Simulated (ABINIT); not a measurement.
CdO (Monteponite) in ABINIT: the effect of dispersion

Crystal: CdO (Monteponite).

```xyz
2
Lattice="0.0000 2.3495 2.3495 2.3495 0.0000 2.3495 2.3495 2.3495 0.0000" Properties=species:S:1:pos:R:3 pbc="T T T"
Cd    0.0000    0.0000    0.0000
O     2.3495    2.3495    2.3495
```

Alike in all runs:

| Item | Value |
| --- | --- |
| Program | ABINIT 10.8.3 (patched build) |
| Task | equation of state |
| Functional | PBE |
| Potentials or basis | JTH PAW PBE v2.0 |
| Cutoff | 626 eV |
| k mesh | 10 × 10 × 10 |
| Occupations | fermi-dirac, width 0.05 eV |
| Spin | no spin polarisation |

```tsv
dispersion	V0 of scaled cells (Å³/atom)
none	?
D3	13.36
D3(BJ)	13.20
D4	13.20
```

**Question.** What does the run with dispersion none give?

**Answer.** V0 of scaled cells 13.55 Å³/atom.

Caveats: pressures at fixed basis lie under the slope of the energies.
